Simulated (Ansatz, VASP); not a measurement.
Two plane-wave programs on MgZn4O

```
Mg Zn O
1.0
     5.30849    0.00000    0.00000
    -2.65425    4.59729    0.00000
     0.00000    0.00000    3.85144
Mg Zn O
1 4 1
Direct
  0.00000 0.00000 0.00000
  0.66667 0.33333 0.00000
  0.49554 0.99107 0.50000
  0.00893 0.50446 0.50000
  0.49554 0.50446 0.50000
  0.33333 0.66667 0.00000
```

Change from the starting cell: species swapped into the HoCu4Ni type (P-6m2, No. 187).

Alike in both runs: functional PBE; k mesh 4 × 4 × 4; occupations gaussian, width 0.2 eV; no spin polarisation.

Ansatz relaxed the structure, and its values are those at the end. VASP's run is a single point on that final structure, the one shown.

|  | VASP | Ansatz |
| --- | --- | --- |
| version | VASP 6.6.1 | Ansatz 0.2.0 |
| potentials or method | VASP PAW PBE potentials, release 64 (Mg, Zn, O) | scalar-relativistic, plane waves, PAW |
| plane-wave cutoff (eV) | 520 | 420 |
| valence electrons in the cell | 56 | 64 |

|  | VASP | Ansatz | Ansatz less VASP |
| --- | --- | --- | --- |
| gap on the k mesh at the Fermi level (eV) | none | none | - |
| pressure (GPa) | 0.4 | 0.2 | -0.21 |
| rms of the force components (eV/Å) | 0.016 | 0.018 | +0.0014 |

A gap of «none» marks a metal or a gap that the smearing closes. The two sets of potentials don't hold the same shells in valence.

Caveats: the k mesh is coarse (spacing up to 0.41 Å⁻¹), so the values aren't converged.
